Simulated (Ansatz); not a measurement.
CuO: from a first guess to the relaxed zincblende type

First guess:

```xyz
2
Lattice="0.0000 2.2323 2.2323 2.2323 0.0000 2.2323 2.2323 2.2323 0.0000" Properties=species:S:1:pos:R:3 pbc="T T T"
Cu    0.0000    0.0000    0.0000
O     1.1161    1.1161    1.1161
```

The calculation used DFT, PBE, PAW with Ansatz's default frozen-core files, scalar-relativistic (Ansatz 0.2.0).

Cell and atoms relax within the symmetry of the start on a 16×16×16 k mesh with 0.05 eV Fermi–Dirac smearing.

The start is built from a prototype, known or not as a phase of this compound; the cutoff is 420 eV.

Without spin polarisation or U, such a compound can come out metallic where the real one is a magnetic insulator.

Problem. What is the pressure of the first guess?

Solution. 5.95 GPa.

Problem. What does it relax to?

Solution. a = 4.524 Å, b = 4.524 Å, c = 4.524 Å, α = 90.00°, β = 90.00°, γ = 90.00° (conventional cell), 11.57 Å³ per atom:
Space group F-43m (No. 216). a = 4.524 Å, b = 4.524 Å, c = 4.524 Å, α = 90.00°, β = 90.00°, γ = 90.00°
```csv
atom,site,symmetry,x,y,z
Cu,4a,-43m,0.0000,0.0000,0.0000
O,4d,-43m,0.2500,0.2500,0.7500
```

Problem. How much energy does the relaxation release?

Solution. 8 meV/atom.
